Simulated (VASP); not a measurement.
# LiF (Fm-3m) in VASP: band structure with PBE

Aim: the band structure of LiF with PBE.

All numbers are computed with VASP 6.6.1; they aren't measurements. Logs are shortened: lines on timing, memory, paths and dates and some standing lists are left out, and cuts for length are marked.

## (1) The structure

Symmetry: Fm-3m, No. 225, cubic system. The conventional cell has a = 4.050 Å, b = 4.050 Å, c = 4.050 Å, α = 90.00°, β = 90.00°, γ = 90.00°. Around Li (site symmetry m-3m) lie 6 F at 2.03 Å. F (site symmetry m-3m) has 6 Li at 2.03 Å as nearest neighbours.

The cell was built by a generator and needn't be a form met in nature.

## (2) Band structure, PBE

File POSCAR:

```
LiF                                     
1.0
    0.0000000000      2.0251445870      2.0251445870
    2.0251445870      0.0000000000      2.0251445870
    2.0251445870      2.0251445870      0.0000000000
  Li              F             
     1     1
Direct
     0.0000000000000000    0.0000000000000000    0.0000000000000000
     0.5000000000000000    0.5000000000000000    0.5000000000000000
```

File INCAR.step1:

```
SYSTEM = LiF
ALGO = Fast
EDIFF = 1E-6
ENCUT = 700
GGA = PE
ISIF = 2
ISMEAR = 0
LASPH = .TRUE.
LCHARG = .TRUE.
LREAL = .FALSE.
LWAVE = .FALSE.
NBANDS = 12
NELM = 80
PREC = Accurate
SIGMA = 0.02
```

File KPOINTS.step1:

```
k-points
0
G
  12 12 12
  0 0 0
```

File INCAR.step2:

```
SYSTEM = LiF
ALGO = Fast
EDIFF = 1E-6
ENCUT = 700
GGA = PE
ICHARG = 11
ISIF = 2
ISMEAR = 0
LASPH = .TRUE.
LCHARG = .FALSE.
LREAL = .FALSE.
LWAVE = .FALSE.
NBANDS = 12
NELM = 80
PREC = Accurate
SIGMA = 0.05
```

File KPOINTS.step2:

```
path GXWKGLUWLK,UX
20
line-mode
reciprocal
 0.0000000000  0.0000000000  0.0000000000  G
 0.5000000000  0.0000000000  0.5000000000  X

 0.5000000000  0.0000000000  0.5000000000  X
 0.5000000000  0.2500000000  0.7500000000  W

 0.5000000000  0.2500000000  0.7500000000  W
 0.3750000000  0.3750000000  0.7500000000  K

 0.3750000000  0.3750000000  0.7500000000  K
 0.0000000000  0.0000000000  0.0000000000  G

 0.0000000000  0.0000000000  0.0000000000  G
 0.5000000000  0.5000000000  0.5000000000  L

 0.5000000000  0.5000000000  0.5000000000  L
 0.6250000000  0.2500000000  0.6250000000  U

 0.6250000000  0.2500000000  0.6250000000  U
 0.5000000000  0.2500000000  0.7500000000  W

 0.5000000000  0.2500000000  0.7500000000  W
 0.5000000000  0.5000000000  0.5000000000  L

 0.5000000000  0.5000000000  0.5000000000  L
 0.3750000000  0.3750000000  0.7500000000  K

 0.6250000000  0.2500000000  0.6250000000  U
 0.5000000000  0.0000000000  0.5000000000  X
```

Potentials or basis: VASP PAW PBE potentials, release 64 (Li_sv, F).

Command:

```console
> cat potpaw_PBE.64/Li_sv/POTCAR potpaw_PBE.64/F/POTCAR > POTCAR
> cp INCAR.step1 INCAR
> cp KPOINTS.step1 KPOINTS
> mpirun -np 1 vasp_std > vasp.out
> cp INCAR.step2 INCAR
> cp KPOINTS.step2 KPOINTS
> mpirun -np 1 vasp_std > vasp.out
```

OUTCAR:

```text
SYSTEM = LiF
   EDIFF = 1E-6
   ENCUT = 700
   GGA = PE
   ICHARG = 11
   ISIF = 2
   ISMEAR = 0
   LASPH = .TRUE.
   LREAL = .FALSE.
   NELM = 80
   PREC = Accurate

 ion  position               nearest neighbor table
   1  0.000  0.000  0.000-   2 2.03   2 2.03   2 2.03   2 2.03   2 2.03   2 2.03
   2  0.500  0.500  0.500-   1 2.03   1 2.03   1 2.03   1 2.03   1 2.03   1 2.03

  LATTYP: Found a face centered cubic cell.
 ALAT       =     4.0502891740

  Lattice vectors:

 A1 = (   0.0000000000,   2.0251445870,   2.0251445870)
 A2 = (   2.0251445870,   0.0000000000,   2.0251445870)
 A3 = (   2.0251445870,   2.0251445870,   0.0000000000)

Analysis of symmetry for initial positions (statically):
=====================================================================
 Subroutine PRICEL returns:
 Original cell was already a primitive cell.

 Routine SETGRP: Setting up the symmetry group for a
 face centered cubic supercell.

 Subroutine GETGRP returns: Found 48 space group operations
 (whereof 48 operations were pure point group operations)
 out of a pool of 48 trial point group operations.

The static configuration has the point symmetry O_h .

Analysis of symmetry for dynamics (positions and initial velocities):
=====================================================================
 Subroutine PRICEL returns:
 Original cell was already a primitive cell.

 Routine SETGRP: Setting up the symmetry group for a
 face centered cubic supercell.

 Subroutine GETGRP returns: Found 48 space group operations
 (whereof 48 operations were pure point group operations)
 out of a pool of 48 trial point group operations.

The dynamic configuration has the point symmetry O_h .

 Subroutine INISYM returns: Found 48 space group operations
 (whereof 48 operations are pure point group operations),
 and found     1 'primitive' translations

----------------------------------------------------------------------------------------

                                     Primitive cell

  volume of cell :      16.6111

  direct lattice vectors                    reciprocal lattice vectors
     0.000000000  2.025144587  2.025144587    -0.246895952  0.246895952  0.246895952
     2.025144587  0.000000000  2.025144587     0.246895952 -0.246895952  0.246895952
     2.025144587  2.025144587  0.000000000     0.246895952  0.246895952 -0.246895952

  length of vectors
     2.863986941  2.863986941  2.863986941     0.427636332  0.427636332  0.427636332

  position of ions in fractional coordinates (direct lattice)
     0.000000000  0.000000000  0.000000000
     0.500000000  0.500000000  0.500000000

  ion indices of the primitive-cell ions
   primitive index   ion index
                 1           1
                 2           2

----------------------------------------------------------------------------------------

 KPOINTS: path GXWKGLUWLK,UX

Interpolating k-points between supplied coordinates.

 Line segments in fractional coordinates (reciprocal lattice):
    0.000000  0.000000  0.000000  ...  0.500000  0.000000  0.500000
    0.500000  0.000000  0.500000  ...  0.500000  0.250000  0.750000
    0.500000  0.250000  0.750000  ...  0.375000  0.375000  0.750000
    0.375000  0.375000  0.750000  ...  0.000000  0.000000  0.000000
    0.000000  0.000000  0.000000  ...  0.500000  0.500000  0.500000
    0.500000  0.500000  0.500000  ...  0.625000  0.250000  0.625000
    0.625000  0.250000  0.625000  ...  0.500000  0.250000  0.750000
    0.500000  0.250000  0.750000  ...  0.500000  0.500000  0.500000
    0.500000  0.500000  0.500000  ...  0.375000  0.375000  0.750000
    0.625000  0.250000  0.625000  ...  0.500000  0.000000  0.500000

 Generated    20 points on each line segment, for a total of    200 k-points:

 Following reciprocal coordinates:
            Coordinates               Weight
  0.000000  0.000000  0.000000      0.005000
  0.026316  0.000000  0.026316      0.005000
  0.052632  0.000000  0.052632      0.005000
  0.078947  0.000000  0.078947      0.005000
  0.105263  0.000000  0.105263      0.005000
  0.131579  0.000000  0.131579      0.005000
[... 16 lines left out ...]
  0.500000  0.026316  0.526316      0.005000
  0.500000  0.039474  0.539474      0.005000
 [... further k-points ...]
   k-points           NKPTS =    200   k-points in BZ     NKDIM =    200   number of bands    NBANDS=     12
   number of dos      NEDOS =    301   number of ions     NIONS =      2
   total plane-waves  NPLWV =  21952
   dimension x,y,z NGX =    28 NGY =   28 NGZ =   28
   dimension x,y,z NGXF=    56 NGYF=   56 NGZF=   56
   ions per type =               1   1
   NGX,Y,Z   is equivalent  to a cutoff of  16.25, 16.25, 16.25 a.u.
   NGXF,Y,Z  is equivalent  to a cutoff of  32.51, 32.51, 32.51 a.u.
 SYSTEM =  LiF
   PREC   = accura    normal or accurate (medium, high low for compatibility)
   ISTART =      0    job   : 0-new  1-cont  2-samecut
   ICHARG =     11    charge: 1-file 2-atom 10-const
   ISPIN  =      1    spin polarized calculation?
   LNONCOLLINEAR =      F non collinear calculations
   LSORBIT =      F    spin-orbit coupling
   LASPH  =      T    aspherical Exc in radial PAW
   ENCUT  =  700.0 eV  51.45 Ry    7.17 a.u.   6.18  6.18  6.18*2*pi/ulx,y,z
   NELM   =     80;   NELMIN=  2; NELMDL=  0     # of ELM steps
   EDIFF  = 0.1E-05   stopping-criterion for ELM
   LREAL  =      F    real-space projection
   EDIFFG = 0.1E-04   stopping-criterion for IOM
   NSW    =      0    number of steps for IOM
   IBRION =     -1    ionic relax: 0-MD 1-quasi-New 2-CG
   NFREE  =      0    steps in history (QN), initial steepest desc. (CG)
   ISIF   =      2    stress and relaxation
   ISYM   =      2    0-nonsym 1-usesym 2-fastsym
   POTIM  = 0.5000    time-step for ionic-motion
   TEBEG  =    0.0;   TEEND  =   0.0 temperature during run
   PSTRESS=    0.0 pullay stress
   NELECT =      10.0000    total number of electrons
   NUPDOWN=      -1.0000    fix difference up-down
   EMIN   =  10.00;   EMAX   =-10.00  energy-range for DOS
   EFERMI =   0.00;   METHOD = LEGACY
   ISMEAR =     0;   SIGMA  =   0.05  broadening in eV -4-tet -1-fermi 0-gaus
   EFERMI_NEDOS =   21; number of points for ismear=-14 and -15
   IALGO  =     68    algorithm
   IMIX   =      4    mixing-type and parameters
     AMIX     =   0.40;   BMIX     =  1.00
     AMIX_MAG =   1.60;   BMIX_MAG =  1.00
  volume/ion in A,a.u.               =       8.31        56.05
  Fermi-wavevector in a.u.,A,eV,Ry     =   1.382321  2.612207 25.998154  1.910810
  Thomas-Fermi vector in A             =   2.507023
   LORBIT       =      0    0 simple, 1 ext, 2 COOP (PROOUT), +10 PAW based schemes
   GGA     = PE    functional components
   LHFCALC =     F    Hartree Fock is set to
   AEXX    =    0.0000 exact exchange contribution
   IVDW    =     0    specifies the selected vdW correction
   LEPSILON=     F    determine dielectric tensor
   LRPA    =     F    only Hartree local field effects (RPA)
 non-spin polarized calculation
 RMM-DIIS sequential band-by-band and
 Gauss-broadening in eV      SIGMA  =   0.05
  energy-cutoff  :      700.00
  volume of cell :       16.61
 maximum number of plane-waves:       725
 NGX is ok and might be reduce to    28

 number of electron      10.0000000 magnetization

 Free energy of the ion-electron system (eV)
  ---------------------------------------------------
  ext. energy  EPLUGINS =         0.00000000
  ---------------------------------------------------
  free energy    TOTEN  =       -10.04676922 eV

  energy without entropy =      -10.04676922  energy(sigma->0) =      -10.04676922

 E-fermi :  -0.8325     XC(G=0):  -9.9041

 val. band max:       -1.1258529651   @ k =   0.0592   0.0592   0.1184
 cond. band min:       7.8068948764   @ k =   0.0000   0.0000   0.0000
 fundamental gap:      8.9327478414
 Fermi energy:        -0.8324840479

 k-point     1 :       0.0000    0.0000    0.0000
  band No.  band energies     occupation
      1     -42.0722      2.00000
      2     -21.0542      2.00000
      3      -1.1271      2.00000
      4      -1.1271      2.00000
      5      -1.1271      2.00000
      6       7.8069      0.00000
      7      22.6265      0.00000
      8      22.6265      0.00000
      9      22.6265      0.00000
     10      23.0395      0.00000
     11      23.0395      0.00000
     12      23.0395      0.00000

 k-point     2 :       0.0263    0.0000    0.0263
  band No.  band energies     occupation
      1     -42.0717      2.00000
      2     -21.0506      2.00000
      3      -1.1453      2.00000
      4      -1.1339      2.00000
      5      -1.1339      2.00000
      6       7.8365      0.00000
      7      22.1914      0.00000
      8      22.1914      0.00000
      9      22.5084      0.00000
     10      22.7780      0.00000
     11      23.5365      0.00000
     12      23.5365      0.00000

 k-point     3 :       0.0526    0.0000    0.0526
  band No.  band energies     occupation
      1     -42.0702      2.00000
      2     -21.0398      2.00000
      3      -1.1994      2.00000
      4      -1.1542      2.00000
      5      -1.1542      2.00000
      6       7.9239      0.00000
      7      21.6594      0.00000
      8      21.6594      0.00000
      9      22.1844      0.00000
     10      22.1888      0.00000
     11      24.2536      0.00000
     12      24.2536      0.00000

 k-point     4 :       0.0789    0.0000    0.0789
  band No.  band energies     occupation
      1     -42.0677      2.00000
      2     -21.0218      2.00000
      3      -1.2886      2.00000
      4      -1.1875      2.00000
      5      -1.1875      2.00000
      6       8.0673      0.00000
      7      21.1771      0.00000
      8      21.1771      0.00000
      9      21.4965      0.00000
     10      21.7216      0.00000
     11      25.0431      0.00000
     12      25.0431      0.00000

 k-point     5 :       0.1053    0.0000    0.1053
  band No.  band energies     occupation
      1     -42.0645      2.00000
      2     -20.9971      2.00000
      3      -1.4114      2.00000
      4      -1.2329      2.00000
      5      -1.2329      2.00000
      6       8.2638      0.00000
      7      20.7504      0.00000
      8      20.7504      0.00000
      9      20.7915      0.00000
     10      21.1866      0.00000
     11      25.8966      0.00000
     12      25.8966      0.00000
[... 228 lines left out ...]
      1     -42.0037      2.00000
      2     -20.3781      2.00000
      3      -4.0608      2.00000
      4      -2.0997      2.00000
      5      -2.0997      2.00000
      6      13.5279      0.00000
      7      15.2718      0.00000
      8      16.1129      0.00000
      9      18.9163      0.00000
     10      18.9163      0.00000
     11      31.7392      0.00000
     12      36.7866      0.00000

 k-point    22 :       0.5000    0.0132    0.5132
  band No.  band energies     occupation
      1     -42.0037      2.00000
      2     -20.3783      2.00000
      3      -4.0578      2.00000
      4      -2.1036      2.00000
      5      -2.0984      2.00000
      6      13.5282      0.00000
      7      15.2568      0.00000
      8      16.1132      0.00000
      9      18.9088      0.00000
     10      18.9484      0.00000
     11      31.7467      0.00000
     12      36.7797      0.00000

 k-point    23 :       0.5000    0.0263    0.5263
  band No.  band energies     occupation
      1     -42.0037      2.00000
      2     -20.3788      2.00000
      3      -4.0491      2.00000
      4      -2.1153      2.00000
      5      -2.0947      2.00000
      6      13.5291      0.00000
      7      15.2133      0.00000
      8      16.1134      0.00000
      9      18.8864      0.00000
     10      19.0428      0.00000
     11      31.7681      0.00000
     12      36.7926      0.00000

 k-point    24 :       0.5000    0.0395    0.5395
  band No.  band energies     occupation
      1     -42.0037      2.00000
      2     -20.3796      2.00000
      3      -4.0347      2.00000
      4      -2.1346      2.00000
      5      -2.0885      2.00000
      6      13.5306      0.00000
      7      15.1458      0.00000
      8      16.1142      0.00000
      9      18.8500      0.00000
     10      19.1952      0.00000
     11      31.8030      0.00000
     12      36.7825      0.00000

 [... further k-points ...]

------------------------ aborting loop because EDIFF is reached ----------------------------------------

  FORCE on cell =-STRESS in cart. coord.  units (eV):
  Direction    XX          YY          ZZ          XY          YZ          ZX
  --------------------------------------------------------------------------------------
  -------------------------------------------------------------------------------------
  Total       -1.8072280     -1.8072280     -1.8072280     -0.0000000      0.0000000     -0.0000000
  in kB     -174.3112531   -174.3112531   -174.3112531     -0.0000000      0.0000000     -0.0000000
  external PRESSURE =    -174.3112531 kB  Pullay stress =       0.0000000 kB

 VOLUME and BASIS-vectors are now :
 -----------------------------------------------------------------------------
  energy-cutoff  :      700.00
  volume of cell :       16.61
      direct lattice vectors                 reciprocal lattice vectors
     0.000000000  2.025144587  2.025144587    -0.246895952  0.246895952  0.246895952
     2.025144587  0.000000000  2.025144587     0.246895952 -0.246895952  0.246895952
     2.025144587  2.025144587  0.000000000     0.246895952  0.246895952 -0.246895952

 POSITION                                       TOTAL-FORCE (eV/Angst)
 -----------------------------------------------------------------------------------
      0.00000      0.00000      0.00000        -0.000000     -0.000000      0.000000
      2.02514      2.02514      2.02514         0.000000      0.000000     -0.000000
 -----------------------------------------------------------------------------------
    total drift:                                0.000000      0.000000      0.000000

  FREE ENERGIE OF THE ION-ELECTRON SYSTEM (eV)
  ---------------------------------------------------
  free  energy   TOTEN  =       -10.0467692223 eV

  energy  without entropy=      -10.0467692223  energy(sigma->0) =      -10.04676922
```

Wall time 55 s (1 thread of Intel Xeon Platinum 8488C (Sapphire Rapids), shared host); peak memory 0.17 GiB.

Results:

```yaml
Band_gap_on_the_k_mesh: 8.93 eV, direct
Band_gap_along_the_path: 8.93 eV, direct
```

Levels at the corners of the path, in eV from the valence-band top:
```csv
point,band 3,band 4,band 5,band 6,band 7,band 8
Γ,0.00,0.00,0.00,8.93,23.75,23.75
X,-2.93,-0.97,-0.97,14.65,16.40,17.24
X,-2.93,-0.97,-0.97,14.65,16.40,17.24
W,-2.03,-2.03,-0.78,14.92,14.92,17.28
W,-2.03,-2.03,-0.78,14.92,14.92,17.28
K,-2.44,-1.53,-0.72,14.37,14.76,18.20
K,-2.44,-1.53,-0.72,14.37,14.76,18.20
Γ,0.00,0.00,0.00,8.93,23.75,23.75
Γ,0.00,0.00,0.00,8.93,23.75,23.75
L,-2.47,-0.22,-0.22,10.69,16.53,18.77
L,-2.47,-0.22,-0.22,10.69,16.53,18.77
U,-2.44,-1.53,-0.72,14.37,14.76,18.20
U,-2.44,-1.53,-0.72,14.37,14.76,18.20
W,-2.03,-2.03,-0.78,14.92,14.92,17.28
W,-2.03,-2.03,-0.78,14.92,14.92,17.28
L,-2.47,-0.22,-0.22,10.69,16.53,18.77
L,-2.47,-0.22,-0.22,10.69,16.53,18.77
K,-2.44,-1.53,-0.72,14.37,14.76,18.20
U,-2.44,-1.53,-0.72,14.37,14.76,18.20
X,-2.93,-0.97,-0.97,14.65,16.40,17.24
```

Caveat: the log is that of the step along the path at fixed density, whose energy, stress, charges and moments have no meaning.
